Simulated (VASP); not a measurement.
# SnO2 (Pa-3) in VASP: further runs

One crystal, SnO2, is run at these levels: PBEsol, PBE; tasks: relaxation of cell and atoms.

All numbers are computed with VASP 6.6.1; they aren't measurements. Logs are shortened: lines on timing, memory, paths and dates and some standing lists are left out, and cuts for length are marked.

## Step 1: The crystal as given

The structure is cubic, space group Pa-3 (No. 205). Conventional cell: a = 5.175 Å, b = 5.175 Å, c = 5.175 Å, α = 90.00°, β = 90.00°, γ = 90.00°. Around Sn (site symmetry -3) lie 6 O at 2.11 Å. Around O (site symmetry 3) lie 3 Sn at 2.11 Å.

Measurements of this composition are mostly on another form, of space group No. 136.

## Step 2: Relaxation of cell and atoms, PBEsol

INCAR reads:

```
SYSTEM = SnO2
PREC = Accurate
ENCUT = 600
EDIFF = 1E-6
ISMEAR = 0
SIGMA = 0.03
LREAL = .False.
LASPH = .True.
NELM = 80
ALGO = Normal
ISIF = 3
LWAVE = .False.
LCHARG = .False.
GGA = PS
IBRION = 2
NSW = 90
EDIFFG = -0.01
KPAR = 4
```

KPOINTS reads:

```
Automatic mesh
0
Gamma
  6 6 6
  0 0 0
```

POSCAR reads:

```
SnO2
1.0
    5.1752560000      0.0000000000      0.0000000000
    0.0000000000      5.1752560000      0.0000000000
    0.0000000000      0.0000000000      5.1752560000
Sn O
4 8
Direct
    0.0000000000      0.5000000000      0.5000000000
    0.5000000000      0.5000000000      0.0000000000
    0.5000000000      0.0000000000      0.5000000000
    0.0000000000      0.0000000000      0.0000000000
    0.3389020000      0.1610980000      0.8389020000
    0.1610980000      0.8389020000      0.3389020000
    0.8389020000      0.3389020000      0.1610980000
    0.6610980000      0.6610980000      0.6610980000
    0.3389020000      0.3389020000      0.3389020000
    0.1610980000      0.6610980000      0.8389020000
    0.8389020000      0.1610980000      0.6610980000
    0.6610980000      0.8389020000      0.1610980000
```

Potentials or basis: VASP PAW PBE potentials, release 64 (Sn_d, O).

Run with:

```bash
$ cat potpaw_PBE.64/Sn_d/POTCAR potpaw_PBE.64/O/POTCAR > POTCAR
$ mpirun -np 4 vasp_std > vasp.out
```

OUTCAR:

```text
SYSTEM = SnO2
   PREC = Accurate
   ENCUT = 600
   EDIFF = 1E-6
   ISMEAR = 0
   LREAL = .False.
   LASPH = .True.
   NELM = 80
   ISIF = 3
   GGA = PS
   IBRION = 2
   NSW = 90
   EDIFFG = -0.01

 ion  position               nearest neighbor table
   1  0.000  0.500  0.500-   6 2.11   7 2.11   8 2.11   9 2.11  10 2.11  11 2.11   2 3.66   3 3.66
                             4 3.66   2 3.66   4 3.66   3 3.66   4 3.66   4 3.66   2 3.66   3 3.66
   2  0.500  0.500  0.000-   5 2.11   7 2.11   8 2.11   9 2.11  10 2.11  12 2.11   1 3.66   3 3.66
                             4 3.66   1 3.66   3 3.66   3 3.66   4 3.66   3 3.66   1 3.66   4 3.66
   3  0.500  0.000  0.500-   5 2.11   6 2.11   8 2.11   9 2.11  11 2.11  12 2.11   1 3.66   2 3.66
                             4 3.66   2 3.66   4 3.66   1 3.66   2 3.66   2 3.66   1 3.66   4 3.66
   4  0.000  0.000  0.000-   5 2.11   6 2.11   7 2.11  10 2.11  11 2.11  12 2.11   1 3.66   2 3.66
                             3 3.66   1 3.66   3 3.66   1 3.66   2 3.66   1 3.66   2 3.66   3 3.66
   5  0.339  0.161  0.839-   2 2.11   3 2.11   4 2.11
   6  0.161  0.839  0.339-   1 2.11   3 2.11   4 2.11
   7  0.839  0.339  0.161-   1 2.11   2 2.11   4 2.11
   8  0.661  0.661  0.661-   1 2.11   2 2.11   3 2.11
   9  0.339  0.339  0.339-   1 2.11   2 2.11   3 2.11
  10  0.161  0.661  0.839-   1 2.11   2 2.11   4 2.11
  11  0.839  0.161  0.661-   1 2.11   3 2.11   4 2.11
  12  0.661  0.839  0.161-   2 2.11   3 2.11   4 2.11

  LATTYP: Found a simple cubic cell.
 ALAT       =     5.1752560000

  Lattice vectors:

 A1 = (   5.1752560000,   0.0000000000,   0.0000000000)
 A2 = (   0.0000000000,   5.1752560000,   0.0000000000)
 A3 = (   0.0000000000,   0.0000000000,   5.1752560000)

Analysis of symmetry for initial positions (statically):
=====================================================================
 Subroutine PRICEL returns:
 Original cell was already a primitive cell.

 Routine SETGRP: Setting up the symmetry group for a
 simple cubic supercell.

 Subroutine GETGRP returns: Found 24 space group operations
 (whereof  6 operations were pure point group operations)
 out of a pool of 48 trial point group operations.

The static configuration has the point symmetry S_6 .
 The point group associated with its full space group is T_h .

Analysis of symmetry for dynamics (positions and initial velocities):
=====================================================================
 Subroutine PRICEL returns:
 Original cell was already a primitive cell.

 Routine SETGRP: Setting up the symmetry group for a
 simple cubic supercell.

 Subroutine GETGRP returns: Found 24 space group operations
 (whereof  6 operations were pure point group operations)
 out of a pool of 48 trial point group operations.

The dynamic configuration has the point symmetry S_6 .
 The point group associated with its full space group is T_h .

 Subroutine INISYM returns: Found 24 space group operations
 (whereof  6 operations are pure point group operations),
 and found     1 'primitive' translations

----------------------------------------------------------------------------------------

                                     Primitive cell

  volume of cell :     138.6103

  direct lattice vectors                    reciprocal lattice vectors
     5.175256000  0.000000000  0.000000000     0.193227156  0.000000000  0.000000000
     0.000000000  5.175256000  0.000000000     0.000000000  0.193227156  0.000000000
     0.000000000  0.000000000  5.175256000     0.000000000  0.000000000  0.193227156

  length of vectors
     5.175256000  5.175256000  5.175256000     0.193227156  0.193227156  0.193227156

  position of ions in fractional coordinates (direct lattice)
     0.000000000  0.500000000  0.500000000
     0.500000000  0.500000000  0.000000000
     0.500000000  0.000000000  0.500000000
     0.000000000  0.000000000  0.000000000
     0.338902000  0.161098000  0.838902000
     0.161098000  0.838902000  0.338902000
     0.838902000  0.338902000  0.161098000
     0.661098000  0.661098000  0.661098000
     0.338902000  0.338902000  0.338902000
     0.161098000  0.661098000  0.838902000
     0.838902000  0.161098000  0.661098000
     0.661098000  0.838902000  0.161098000

  ion indices of the primitive-cell ions
   primitive index   ion index
                 1           1
                 2           2
                 3           3
                 4           4
                 5           5
                 6           6
                 7           7
                 8           8
                 9           9
                10          10
                11          11
                12          12

----------------------------------------------------------------------------------------

 KPOINTS: Automatic mesh

Automatic generation of k-mesh.
 Grid dimensions read from file:
 generate k-points for:    6    6    6

 Generating k-lattice:

  Cartesian coordinates                     Fractional coordinates (reciprocal lattice)
     0.032204526  0.000000000  0.000000000     0.166666667  0.000000000  0.000000000
     0.000000000  0.032204526  0.000000000     0.000000000  0.166666667  0.000000000
     0.000000000  0.000000000  0.032204526     0.000000000  0.000000000  0.166666667

  Length of vectors
     0.032204526  0.032204526  0.032204526

  Shift w.r.t. Gamma in fractional coordinates (k-lattice)
     0.000000000  0.000000000  0.000000000

 Subroutine IBZKPT returns following result:
 ===========================================

 Found     24 irreducible k-points:

 Following reciprocal coordinates:
            Coordinates               Weight
  0.000000  0.000000  0.000000      1.000000
  0.166667  0.000000  0.000000      6.000000
  0.333333  0.000000  0.000000      6.000000
  0.500000  0.000000  0.000000      3.000000
  0.166667  0.166667  0.000000     12.000000
  0.333333  0.166667  0.000000     12.000000
[... 16 lines left out ...]
  0.500000  0.500000  0.333333      6.000000
  0.500000  0.500000  0.500000      1.000000
   k-points           NKPTS =     24   k-points in BZ     NKDIM =     24   number of bands    NBANDS=     62
   number of dos      NEDOS =    301   number of ions     NIONS =     12
   total plane-waves  NPLWV =  74088
   dimension x,y,z NGX =    42 NGY =   42 NGZ =   42
   dimension x,y,z NGXF=    84 NGYF=   84 NGZF=   84
   ions per type =               4   8
   NGX,Y,Z   is equivalent  to a cutoff of  13.49, 13.49, 13.49 a.u.
   NGXF,Y,Z  is equivalent  to a cutoff of  26.98, 26.98, 26.98 a.u.
 SYSTEM =  SnO2
   PREC   = accura    normal or accurate (medium, high low for compatibility)
   ISTART =      0    job   : 0-new  1-cont  2-samecut
   ICHARG =      2    charge: 1-file 2-atom 10-const
   ISPIN  =      1    spin polarized calculation?
   LNONCOLLINEAR =      F non collinear calculations
   LSORBIT =      F    spin-orbit coupling
   LASPH  =      T    aspherical Exc in radial PAW
   ENCUT  =  600.0 eV  44.10 Ry    6.64 a.u.  10.34 10.34 10.34*2*pi/ulx,y,z
   NELM   =     80;   NELMIN=  2; NELMDL= -5     # of ELM steps
   EDIFF  = 0.1E-05   stopping-criterion for ELM
   LREAL  =      F    real-space projection
   EDIFFG = -.1E-01   stopping-criterion for IOM
   NSW    =     90    number of steps for IOM
   IBRION =      2    ionic relax: 0-MD 1-quasi-New 2-CG
   NFREE  =      1    steps in history (QN), initial steepest desc. (CG)
   ISIF   =      3    stress and relaxation
   ISYM   =      2    0-nonsym 1-usesym 2-fastsym
   POTIM  = 0.5000    time-step for ionic-motion
   TEBEG  =    0.0;   TEEND  =   0.0 temperature during run
   PSTRESS=    0.0 pullay stress
   NELECT =     104.0000    total number of electrons
   NUPDOWN=      -1.0000    fix difference up-down
   EMIN   =  10.00;   EMAX   =-10.00  energy-range for DOS
   EFERMI =   0.00;   METHOD = LEGACY
   ISMEAR =     0;   SIGMA  =   0.03  broadening in eV -4-tet -1-fermi 0-gaus
   EFERMI_NEDOS =   21; number of points for ismear=-14 and -15
   IALGO  =     38    algorithm
   IMIX   =      4    mixing-type and parameters
     AMIX     =   0.40;   BMIX     =  1.00
     AMIX_MAG =   1.60;   BMIX_MAG =  1.00
  volume/ion in A,a.u.               =      11.55        77.95
  Fermi-wavevector in a.u.,A,eV,Ry     =   1.487604  2.811165 30.109240  2.212967
  Thomas-Fermi vector in A             =   2.600744
   LORBIT       =      0    0 simple, 1 ext, 2 COOP (PROOUT), +10 PAW based schemes
   GGA     = PS    functional components
   LHFCALC =     F    Hartree Fock is set to
   AEXX    =    0.0000 exact exchange contribution
   IVDW    =     0    specifies the selected vdW correction
   LEPSILON=     F    determine dielectric tensor
   LRPA    =     F    only Hartree local field effects (RPA)
 conjugate gradient relaxation of ions
 non-spin polarized calculation
 Gauss-broadening in eV      SIGMA  =   0.03
  energy-cutoff  :      600.00
  volume of cell :      138.61
 maximum number of plane-waves:      4680
 NGX is ok and might be reduce to    42
   NGX = 21   NGY = 21   NGZ = 21

--------------------------------------- Ionic step        1  -------------------------------------------

 number of electron     103.9999999 magnetization

 Free energy of the ion-electron system (eV)
  ---------------------------------------------------
  ext. energy  EPLUGINS =         0.00000000
  ---------------------------------------------------
  free energy    TOTEN  =       -78.30120941 eV

  energy without entropy =      -78.30120941  energy(sigma->0) =      -78.30120941

------------------------ aborting loop because EDIFF is reached ----------------------------------------

  FORCE on cell =-STRESS in cart. coord.  units (eV):
  Direction    XX          YY          ZZ          XY          YZ          ZX
  --------------------------------------------------------------------------------------
  -------------------------------------------------------------------------------------
  Total       -5.8331143     -5.8331143     -5.8331143      0.0000000     -0.0000000     -0.0000000
  in kB      -67.4241620    -67.4241620    -67.4241620      0.0000000     -0.0000000     -0.0000000
  external PRESSURE =     -67.4241620 kB  Pullay stress =       0.0000000 kB
[... 261 lines left out ...]
  energy  without entropy=      -78.4035964552  energy(sigma->0) =      -78.40359646

--------------------------------------- Ionic step        7  -------------------------------------------

 number of electron     104.0000009 magnetization

 Free energy of the ion-electron system (eV)
  ---------------------------------------------------
  ext. energy  EPLUGINS =         0.00000000
  ---------------------------------------------------
  free energy    TOTEN  =       -78.40365719 eV

  energy without entropy =      -78.40365719  energy(sigma->0) =      -78.40365719

 E-fermi :   7.0736     XC(G=0): -12.0827

 val. band max:        6.8440315765   @ k =  -0.1667   0.3333   0.0000
 cond. band min:       7.6615711958   @ k =   0.0000   0.0000   0.0000
 fundamental gap:      0.8175396194
 Fermi energy:         7.0736045027

 k-point     1 :       0.0000    0.0000    0.0000
  band No.  band energies     occupation
      1     -13.9077      2.00000
      2     -13.9077      2.00000
      3     -13.9077      2.00000
      4     -13.1143      2.00000
      5     -13.1143      2.00000
      6     -13.1143      2.00000
[... 1588 lines left out ...]
  FREE ENERGIE OF THE ION-ELECTRON SYSTEM (eV)
  ---------------------------------------------------
  free  energy   TOTEN  =       -78.4036571875 eV

  energy  without entropy=      -78.4036571875  energy(sigma->0) =      -78.40365719

 reached required accuracy - stopping structural energy minimisation
```

Run time: 2.2 min. Hardware: 4 MPI ranks of Intel Xeon 6975P-C (Granite Rapids), shared host; peak memory 0.39 GiB.

Results:

| Property | Result |
| --- | --- |
| Free energy | -78.4037 eV |
| Relaxed volume | 11.16 Å³/atom |
| Relaxed cell | a = 5.117 Å, b = 5.117 Å, c = 5.117 Å, α = 90.00°, β = 90.00°, γ = 90.00° |
| Space group after relaxing (to 0.05 Å) | Pa-3 (No. 205) |
| Energy gained by relaxing | 8.5 meV/atom |
| Ionic steps | 7 |
| Pressure after relaxing | -0.1 GPa |
| Largest force after relaxing | 0.009 eV/Å |
| Band gap on the k mesh | 0.82 eV, indirect (least direct gap 0.90 eV) |

Forces in eV/Å, atoms in the order of the input:
```
Sn   0.000  0.000  0.000
Sn   0.000  0.000  0.000
Sn   0.000  0.000  0.000
Sn   0.000  0.000  0.000
O    0.005 -0.005  0.005
O   -0.005  0.005  0.005
O    0.005  0.005 -0.005
O   -0.005 -0.005 -0.005
O    0.005  0.005  0.005
O   -0.005 -0.005  0.005
O    0.005 -0.005 -0.005
O   -0.005  0.005 -0.005
```

The path:
```csv
step,energy change (eV),largest force (eV/Å),pressure (GPa),volume (Å³)
1,0.0000,0.0212,-6.74,138.61
2,0.0234,0.0549,8.62,129.09
3,-0.1023,0.0127,-0.04,133.96
4,-0.1023,0.0135,0.09,133.86
5,-0.1024,0.0108,-0.09,133.98
6,-0.1024,0.0109,-0.09,133.97
7,-0.1024,0.0092,-0.07,133.96
```

Final structure:
```yaml
crystal:
  lattice:
    - [5.11671, 0.00000, 0.00000]
    - [0.00000, 5.11671, 0.00000]
    - [0.00000, 0.00000, 5.11671]
  atoms:
    - { symbol: Sn, position: [0.00000, 0.50000, 0.50000] }
    - { symbol: Sn, position: [0.50000, 0.50000, 0.00000] }
    - { symbol: Sn, position: [0.50000, 0.00000, 0.50000] }
    - { symbol: Sn, position: [0.00000, 0.00000, 0.00000] }
    - { symbol: O, position: [0.33899, 0.16101, 0.83899] }
    - { symbol: O, position: [0.16101, 0.83899, 0.33899] }
    - { symbol: O, position: [0.83899, 0.33899, 0.16101] }
    - { symbol: O, position: [0.66101, 0.66101, 0.66101] }
    - { symbol: O, position: [0.33899, 0.33899, 0.33899] }
    - { symbol: O, position: [0.16101, 0.66101, 0.83899] }
    - { symbol: O, position: [0.83899, 0.16101, 0.66101] }
    - { symbol: O, position: [0.66101, 0.83899, 0.16101] }
```

Levels at points of the mesh, in eV from the valence-band top:
| k point | band 50 | band 51 | band 52 | band 53 | band 54 | band 55 |
| --- | --- | --- | --- | --- | --- | --- |
| (0.00, 0.00, 0.00) | -0.08 | -0.08 | -0.08 | 0.82 | 6.02 | 6.02 |
| (0.50, 0.00, 0.00) | -0.48 | -0.01 | -0.01 | 3.90 | 3.90 | 5.07 |
| (0.50, 0.50, 0.00) | -0.33 | -0.33 | -0.33 | 4.77 | 4.77 | 4.77 |
| (0.50, 0.50, 0.50) | -0.66 | -0.66 | -0.66 | 5.28 | 5.28 | 5.28 |

Caveat: the PAW data sets were made with another functional, which shifts forces and pressure a little; spin-orbit coupling is left out, which moves the levels of the heavy elements. A k mesh can miss the band edges.

[end of part 1 of 3]
